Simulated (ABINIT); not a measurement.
Runs of ABINIT 10.8.3 (patched build) on CdSe. The structure is cubic, space group F-43m (No. 216). The conventional cell has a = 6.141 Å, b = 6.141 Å, c = 6.141 Å, α = 90.00°, β = 90.00°, γ = 90.00°. Cd (site symmetry -43m) has 4 Se at 2.66 Å as nearest neighbours. Se (site symmetry -43m) is surrounded by 4 Cd at 2.66 Å. Measurements of this composition are mostly on another form, of space group No. 186.

| task | level | potentials or basis | k mesh | cutoff (eV) | fine-grid cutoff | gap on the mesh (eV) | V0 of scaled cells (Å³/atom) | B0 (GPa) |
| --- | --- | --- | --- | --- | --- | --- | --- | --- |
| single point | PBE | JTH PAW PBE v2.0 | 6 × 6 × 6 | 463 | 925.187 eV | 0.54 | - | - |
| single point | PBEsol | JTH PAW PBE v2.0 | 10 × 10 × 10 | 463 | 925.187 eV | 0.42 | - | - |
| band structure | OLYP | JTH PAW PBE v2.0 | 8 × 8 × 8 | 463 | 925.187 eV | 1.01 | - | - |
| single point | PBE | JTH PAW PBE v2.0 | 10 × 10 × 10 | 463 | 925.187 eV | 0.54 | - | - |
| single point | r2SCAN | JTH PAW PBE v2.0 | 5 × 5 × 5 | 544 | 1088.46 eV | (b) | - | - |
| equation of state | revPBE+D3 | JTH PAW PBE v2.0 | 8 × 8 × 8 | 463 | 925.187 eV | - | (a) | 51 |
| equation of state | PBE+D3 | JTH PAW PBE v2.0 | 8 × 8 × 8 | 463 | 925.187 eV | - | 28.54 | 50 |

Alike in all rows: no spin polarisation; cell as given; smearing fermi-dirac 0.05 eV.

Task: Estimate the missing entries.

Result: (a) 28.19; (b) 1.00.

Caveats: the PAW data sets were made with another functional, which shifts forces and pressure a little (some runs); pressures at fixed basis lie under the slope of the energies (some runs).

A k mesh can miss the band edges, and the runs leave out spin-orbit coupling on Cd, Se.
